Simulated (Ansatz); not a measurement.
MoP, 2 atoms in the cell. It takes space group P-6m2 (No. 187, hexagonal). Conventional cell: a = 3.223 Å, b = 3.223 Å, c = 3.191 Å, α = 90.00°, β = 90.00°, γ = 120.00°. Mo (site symmetry -6m2) is surrounded by 6 P at 2.45 Å. P (site symmetry -6m2) has 6 Mo at 2.45 Å as nearest neighbours. 

- Program: Ansatz 0.2.0
- Task: single point
- Functional: RPBE
- Potentials or basis: all-electron LAPW, scalar-relativistic
- Cutoff: 254 eV (chosen from the basis error)
- Basis error allowed: 0.001 eV/atom
- k mesh: 10 × 10 × 8
- Occupations: gaussian, width 0.02 eV
- Spin: no spin polarisation

Potentials or basis: all-electron LAPW, scalar-relativistic.

Launch:

```sh
$ ansatz run input.yaml --threads 1 --pin off --max-ram 3072MiB --backend cpu --events-out ev --progress --plain --runs-dir out
```

Hardware: 1 thread of Intel(R) Xeon(R) Platinum 8375C CPU @ 2.90GHz (Ice Lake) (shared host).

**Question.** Estimate the wall time of this run.

**Answer.** It took 24 s on 1 thread of Intel(R) Xeon(R) Platinum 8375C CPU @ 2.90GHz (Ice Lake) (shared host), peak memory 0.35 GiB. Counts: scf iterations 8, plane waves 255, k points 70, bands 26.
